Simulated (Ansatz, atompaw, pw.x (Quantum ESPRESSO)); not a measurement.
## Equation-of-state test of one PAW (atompaw) potential (H (Z = 1))

| Quantity | Value |
| --- | --- |
| Element | hydrogen (H) |
| Generator | atompaw 4.2.0.5 |
| Type | PAW |
| Functional | PBE |
| Relativity | scalar-relativistic |
| Frozen core | none |
| Valence charge | 1 |
| Reference configuration | 1s1 |
| Partial waves | 1s (bound): rc 1.50 bohr; 1s channel at 0.45 Ry: rc 1.50 bohr; 2p channel at 0.25 Ry: rc 1.30 bohr |
| Local potential | troulliermartins scheme with l = 2 at 0.5 Ry, radius 1.15 bohr |
| Core correction | none |
| Augmentation charge | gaussian compensation charge, radius 1.45 bohr; PAW radius 1.50 bohr; waves and projectors: custom rrkj gramschmidtortho |

Atomic tests: cutoffs needed: 15 Ry and 18 Ry (the cutoffs (Ry, on a coarse ladder) from which the occupation-weighted sum of valence levels, in a spherical-Bessel basis at the reference potential, stays within 10 and 1 mRy of its value at 400 Ry); ghost test: no extra level below or beside the all-electron valence levels (s, p, d, f tested) (spherical-Bessel basis up to 400 Ry, 20 bohr box); lowest eigenvalue of the overlap operator: 0.67 (p channel).

Crystal test: sc H in pw.x 7.5, no spin, 18³ k-points, Fermi–Dirac smearing 0.01 Ry, cutoffs 40/400 Ry. The lattice is a test structure that the element need not adopt, and mesh and smearing are coarse.

pw.x input:

```
&control
  calculation='scf', prefix='x', pseudo_dir='./', outdir='./tmp', tstress=.true., disk_io='low'
/
&system
  ibrav=0, nat=1, ntyp=1, ecutwfc=40, ecutrho=400, nbnd=7,
  occupations='smearing', smearing='fd', degauss=0.01
/
&electrons
  conv_thr=1e-09, mixing_beta=0.4, electron_maxstep=70
/
ATOMIC_SPECIES
H 1.0 H.UPF
CELL_PARAMETERS angstrom
  1.45132657 0.00000000 0.00000000
  0.00000000 1.45132657 0.00000000
  0.00000000 0.00000000 1.45132657
ATOMIC_POSITIONS crystal
H 0.0000 0.0000 0.0000
K_POINTS automatic
18 18 18 0 0 0
```

```bash
pw.x < H.scf.in > H.scf.out
```

Question: How does the run end?

Answer: It converges; the pressure is 0.84 GPa against 1.13 GPa from all-electron LAPW. The largest radius (1.50 bohr) exceeds half the bond length (1.37 bohr), so the spheres overlap, which is one possible source of error among others. The log shows:

```
Message from routine setup:
     using ibrav=0 with symmetry is DISCOURAGED, use correct ibrav instead
     lattice parameter (alat)  =       2.7426  a.u.
     unit-cell volume          =      20.6297 (a.u.)^3
     number of electrons       =         1.00
     number of Kohn-Sham states=            7
     kinetic-energy cutoff     =      40.0000  Ry
     charge density cutoff     =     400.0000  Ry
     scf convergence threshold =      1.0E-09
     Exchange-correlation= SLA PW PBX PBC
     number of k points=   220  Fermi-Dirac smearing, width (Ry)=  0.0100
     iteration #  1     ecut=    40.00 Ry     beta= 0.40
     total energy              =      -1.08696163 Ry
     estimated scf accuracy    <       0.00023489 Ry
     iteration #  2     ecut=    40.00 Ry     beta= 0.40
     total energy              =      -1.08686782 Ry
     estimated scf accuracy    <       0.00008442 Ry
     iteration #  3     ecut=    40.00 Ry     beta= 0.40
     total energy              =      -1.08687137 Ry
     estimated scf accuracy    <       0.00000005 Ry
     iteration #  4     ecut=    40.00 Ry     beta= 0.40
     total energy              =      -1.08687177 Ry
     estimated scf accuracy    <       0.00000012 Ry
     iteration #  5     ecut=    40.00 Ry     beta= 0.40
     total energy              =      -1.08687182 Ry
     estimated scf accuracy    <          5.4E-09 Ry
     iteration #  6     ecut=    40.00 Ry     beta= 0.40
     total energy              =      -1.08687184 Ry
     estimated scf accuracy    <          4.0E-09 Ry
     iteration #  7     ecut=    40.00 Ry     beta= 0.40
     the Fermi energy is     2.8364 ev
!    total energy              =      -1.08687183 Ry
     estimated scf accuracy    <          9.1E-11 Ry
     smearing contrib. (-TS)   =      -0.00047817 Ry
     convergence has been achieved in   7 iterations
          total   stress  (Ry/bohr**3)                   (kbar)     P=        8.38
```
